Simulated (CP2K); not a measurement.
Runs of CP2K 2026.2 on O. Symmetry: R-3m, No. 166, trigonal system. Conventional cell: a = 3.350 Å, b = 3.350 Å, c = 11.196 Å, α = 90.00°, β = 90.00°, γ = 120.00°. Around O (site symmetry 3m) lie 1 O at 1.22 Å. The real solid is made of molecules; this cell is a model form.

```csv
task,level,potentials or basis,cell,smearing,NGRIDS,basis sets,potentials,shape of the broadening,broadening of the DOS (eV),gap on the mesh (eV),pressure (GPa),largest force (eV/Å)
density of states,r2SCAN,POTENTIAL_UZH O GTH-SCAN-q6; TZVP-MOLOPT-SCAN-GTH basis,as given,gaussian 0.1 eV,4,O TZVP-MOLOPT-SCAN-GTH-q6,O GTH-SCAN-q6 of POTENTIAL_UZH,GAUSSIAN,0.1 eV,none,(a),0.23
single point,PBE,POTENTIAL_UZH O GTH-PBE-q6; TZVP-MOLOPT-PBE-GTH basis,as given,gaussian 0.05 eV,4,O TZVP-MOLOPT-PBE-GTH-q6,O GTH-PBE-q6 of POTENTIAL_UZH,-,-,none,-1.3,(c)
single point,RPBE,POTENTIAL_UZH O GTH-PBE-q6; TZVP-MOLOPT-PBE-GTH basis,as given,gaussian 0.02 eV,5,O TZVP-MOLOPT-PBE-GTH-q6,O GTH-PBE-q6 of POTENTIAL_UZH,-,-,none,0.0,0.82
single point,BLYP+D3(BJ),GTH_POTENTIALS O GTH-BLYP-q6; TZVP-MOLOPT-PBE-GTH basis,volume scaled by 1.15,fermi-dirac 0.1 eV,4,O TZVP-MOLOPT-PBE-GTH-q6,O GTH-BLYP-q6 of GTH_POTENTIALS,-,-,none,-5.0,(b)
band structure,LDA,GTH_POTENTIALS O GTH-PADE-q6; TZVP-MOLOPT-PBE-GTH basis,"atoms moved at random, drawn with an rms of 0.02 Å",gaussian 0.1 eV,5,O TZVP-MOLOPT-PBE-GTH-q6,O GTH-PADE-q6 of GTH_POTENTIALS,-,-,none,-4.2,0.16
single point,RPBE,POTENTIAL_UZH O GTH-PBE-q6; TZVP-MOLOPT-PBE-GTH basis,as given,gaussian 0.05 eV,5,O TZVP-MOLOPT-PBE-GTH-q6,O GTH-PBE-q6 of POTENTIAL_UZH,-,-,none,0.1,0.82
```

Alike in all rows: no spin polarisation; k mesh 9 × 9 × 9.

Problem. Estimate the missing entries.

Solution. (a) -4.0; (b) 2.10; (c) 0.74.

Caveats: spin is off for a triplet molecule; the basis of atomic orbitals isn't converged, which shifts pressures, moduli and gaps; the potentials were made for another functional, which shifts forces and pressure (some runs); pairwise dispersion overbinds metals, which lowers pressure and volume (some runs).

A gap of «none» marks a metal or a gap under the smearing width.
